Question

The bulk modulus B is the pressure needed per unit of relative volume change. The table lists it for eleven crystals as computed by density functional theory, beside measured values.

Bulk moduli of eleven crystals from Quantum ESPRESSO 7.5 with PBE+D3(BJ), without spin polarization or spin-orbit coupling and with Fermi-Dirac smearing of 0.05 eV. Each computed modulus comes from an equation-of-state fit to the energies at seven volumes, within 6% of that of the given cell, and applies at the fitted equilibrium volume.

```
formula  space group  volume of the given cell (Å³/atom)               potentials or basis  wave cutoff (eV)    k-mesh  computed bulk modulus (GPa)  measured bulk modulus (GPa)                                                                                                                what was measured, and how                         source  computed over measured, less one (%)
    PbS        Fm-3m                               26.09  PseudoDojo 0.4.1 SR PBE standard               762     8x8x8                         56.9                           51                                                               b0 from Birch-Murnaghan EOS fit; angle-dispersive powder XRD in DAC; powder  arXiv:cond-mat/0210013 (2002)                                  11.6
     Ge        Fd-3m                               22.64  PseudoDojo 0.4.1 SR PBE standard              1061     8x8x8                         61.8                         75.8                                                                                         bulk modulus of bulk Ge; not stated; bulk crystal        arXiv:1908.00180 (2019)                                 -18.5
     Al        Fm-3m                               16.60  PseudoDojo 0.4.1 SR PBE standard               544  11x11x11                         87.7                         76.9                                                                                         bulk modulus; literature experiment; bulk crystal             pmc:3831299 (2013)                                  14.0
    BAs        F-43m                               13.63  PseudoDojo 0.4.1 SR PBE standard              1143  10x10x10                        138.5                          148                                                                                   literature experimental value; not stated; bulk crystal        arXiv:1911.11281 (2019)                                  -6.4
     BP        F-43m                               11.68  PseudoDojo 0.4.1 SR PBE standard              1034  10x10x10                        169.1                          174                                                       B0, Murnaghan EOS fit with V0 fixed at 93.45 A^3; XRD in diamond anvil cell; powder        arXiv:1505.05714 (2015)                                  -2.8
     Ta        Im-3m                               18.01  PseudoDojo 0.4.1 SR PBE standard               789  11x11x11                        208.0                          194                                                                  isothermal K0 from ultrasonic data; ultrasonic measurement; bulk crystal  arXiv:cond-mat/0403080 (2004)                                   7.2
    SiC        F-43m                               10.35  PseudoDojo 0.4.1 SR PBE standard              1116  10x10x10                        219.7                          225                                                                                   bulk modulus B; quoted earlier experiment; bulk crystal             pmc:9505936 (2022)                                  -2.4
     Rh        Fm-3m                               13.67  PseudoDojo 0.4.1 SR PBE standard              1197  12x12x12                        277.7                          264                                                                                              K0 from ultrasound; ultrasound; bulk crystal            pmc:11535440 (2024)                                   5.2
      W        Im-3m                               15.85  PseudoDojo 0.4.1 SR PBE standard              1007  12x12x12                        313.6                          307  isotropic polycrystalline bulk modulus K, bounded above by the literature value in the fit; surface Brillouin spectroscopy; bulk crystal        arXiv:1710.07581 (2017)                                   2.1
     Ir        Fm-3m                               14.06  PseudoDojo 0.4.1 SR PBE standard               925  12x12x12                        371.0                          339                                                     B0 at ambient pressure, third-order Birch-Murnaghan; high-pressure powder XRD; powder             pmc:6586894 (2019)                                   9.4
      C        Fd-3m                                5.67  PseudoDojo 0.4.1 SR PBE standard              1116  13x13x13                        440.8                          442                                                                                  B0 from ultrasound; ultrasonic measurement; bulk crystal  arXiv:cond-mat/0702656 (2007)                                  -0.3
```

The cohesive energy Ec is the energy per atom needed to take a crystal apart into free atoms. Rough recalled values, in eV per atom, are: PbS 3.0, Ge 3.9, Al 3.4, BAs 4.6, BP 5.2, Ta 8.1, SiC 6.4, Rh 5.8, W 8.9, Ir 6.9, C (diamond) 7.4.

(a) Can the volume per atom alone serve to estimate B?
(b) Derive a rule that uses Ec and the volume per atom V.
(c) Work it out for BAs and Rh.
(d) How accurate is the rule over the table, and where does its range end?

Model answer

(a) Not across the whole table. An atom in W takes up nearly the same room as one in Al (about 5% less in the listed cells; 15.86 against 15.84 Å³ at the fitted volumes), yet the computed modulus of W is 3.6 times as large. Within the diamond and zincblende crystals, where every atom has four neighbours, volume does give the right order: diamond has the smallest volume per atom and is the stiffest, Ge has the largest and is the softest. There, longer bonds are also weaker bonds, so a larger volume means less binding energy per atom, spread over more space. Between Al and W that link is broken.

(b) A modulus has the unit of an energy per volume, and the natural energy is the one that holds the crystal together. Suppose every bond became twice as strong with the shape of its energy curve unchanged: B would double. If the same energy were spread over twice the volume, again with the same shape, B would halve. So B should follow Ec/V, times a number that describes the shape of the curve.

That number comes from a simple binding curve. Let r be the linear size of the volume per atom, r0 its value at equilibrium, and l the length over which binding fades when the crystal is stretched:

E = −Ec (1 + a) exp(−a), with a = (r − r0)/l

At the minimum the second derivative of E with respect to r is Ec/l². Since r grows as the cube root of V, a small volume change dV changes r by r0 dV/(3V). Putting both into B = V d²E/dV² gives

B = (1/9) (r0/l)² Ec/V

A wide well (large l) makes a soft crystal, and a narrow one makes a stiff crystal, even at equal cohesive energy. The ratio r0/l isn't known in advance, so the rule takes an average for each of two groups:

B ≈ K Ec/V, with B in GPa, Ec in eV and V in Å³ per atom
K = 368 for crystals with four neighbours per atom
K = 548 for the other crystals here (PbS and the metals)

Each K is the geometric mean of BV/Ec over its group, five crystals in the first and six in the second, with the computed moduli and the listed volumes. The moduli belong to each run's own fitted volume, which differs from the listed one by at most 4.6% (in Al).

(c) For BAs:

Ec/V = 4.6/13.63 = 0.3375 eV/Å³
B ≈ 368 × 0.3375 = 124 GPa

The calculation gives 138.5 GPa, so the estimate is 10% low.

For Rh:

Ec/V = 5.8/13.67 = 0.4243 eV/Å³
B ≈ 548 × 0.4243 = 233 GPa

This is 16% below the computed 277.7 GPa. Both crystals helped to set the constants, so these two results illustrate the method and don't test it.

(d) Relative to the computed moduli, the typical (root-mean-square) miss is about 7% for the four-neighbour crystals and 19% for the others. When each crystal in turn is left out of the averages and then estimated, the typical error over the table is a factor of about 1.2. A power law in volume alone, also with two fitted numbers, errs by a factor of about 1.7 in the same test. The rule also makes use of the two groups, but even one constant for all eleven crystals gives a root-mean-square miss of only about 24%. The volume law, fitted to all eleven crystals in the same way, still misses by a factor of about 1.6. Over the table as a whole, most of the gain therefore comes from the cohesive energy. It is won in the second group: among the four-neighbour crystals Ec falls steadily as V grows, so a power law in volume or bond length alone is expected to do about as well there.

The weak side of the rule is the metals. Al is estimated 28% too stiff and Ir 28% too soft, because one average steepness has to serve both. A likely reason lies in the d electrons of the late transition metals, not in d electrons as such: Ta, early in the series, has a factor BV/Ec of 2.9, close to the 2.7 of Al. In Ir, as in Rh, they sit in compact orbitals, so both the bonding through them and the repulsion between the well-filled shells are expected to fade quickly as the atoms move apart. That makes the well narrow compared with the distance between the atoms. The outer electrons of Al spread farther and should give a wider well. This is an argument from the general theory of metals; the table doesn't test it.

The range ends where the crystal yields by something other than its strong bonds. Graphite has nearly the cohesive energy of diamond, but under pressure its layers simply move closer together, against weak forces. The rule would count the strong bonds within the layers and give far too high a modulus. The alkali metals lie outside the range too. Weak cohesion and a large volume per atom do push B down, as the rule says, but the constant for the metals still makes them too stiff, roughly by a factor of two or more. Alkali halides such as rock salt are another exception, even though PbS has the same structure. The attraction between ions fades slowly with distance, which makes the well wide, so both constants are expected to give a modulus far too high. For ionic oxides such as MgO the smaller constant is expected to overshoot much less.

Remarks on the reasoning

The binding curve can be tested, because its steepness also fixes how fast a crystal stiffens under pressure. With B′ for the pressure derivative of B, the curve gives B′ = 1 + (2/3) r0/l, and BV/Ec should then equal (B′ − 1)²/4. The same calculations yield B′, which is 4.16 for BAs and 5.15 for Rh. The predicted factors are 2.5 and 4.3, close to the 2.6 and 4.1 found directly.

Nine of the eleven crystals pass this test to within 20%. Ge and W don't: the prediction is twice the actual factor for Ge and little more than half of it for W. For W the data give no reason. For Ge the computed pressures do not fall smoothly with volume, so its B′ of 5.24 is poorly fixed; a likely cause is that this functional nearly closes the gap of Ge, which makes the run sensitive to the k-mesh and the smearing. Agreement would need B′ near 4.0, so this is unlikely to explain the whole miss. Among the other nine the curve follows the changes of the factor well, but with Ge and W included it predicts the factor no better than a single constant would.

A good answer also asks which modulus has been estimated. For Ge the rule gives 63 GPa, almost the computed value, but the measured one is 75.8 GPa. The functional is known to make Ge too large and too soft, and constants drawn from computed moduli inherit such errors. The close agreement for Ge is therefore no sign of accuracy for the real material.

Errors of the calculation also widen the gap between the two constants. The calculation lies below experiment for all five four-neighbour crystals and above it for the other six. For Al a likely cause is the dispersion correction D3(BJ), which tends to pull simple metals together too strongly; the fitted volume of Al is indeed smaller than the listed one. Averaging the measured moduli in the same way gives K = 392 and 507, which are closer together and the better choice for practical work. Even then Al comes out about a third too stiff. The measured values also include the softening by heat and zero-point motion, which the calculation omits.

The two groups are a convenience, chosen with the table in view. BAs and Al, on either side of the line, have nearly the same factor BV/Ec, so the number of neighbours alone doesn't decide the steepness. For a crystal that fits neither group well, working with both constants gives a first idea of the uncertainty, though the true error can be larger: Rh and Ir lie well outside the span of the two.

The most damaging practical mistake is to use the wrong energy. For a compound, Ec must be counted from free atoms; the heat of formation from the elements is much smaller and would make SiC look as soft as a weakly bound solid. The volume is easier to obtain: divide the mean molar mass per atom by the density and by Avogadro's number. Since B is proportional to Ec, an error of 5% in the cohesive energy passes straight into the estimate as 5%, well below the scatter among the metals.
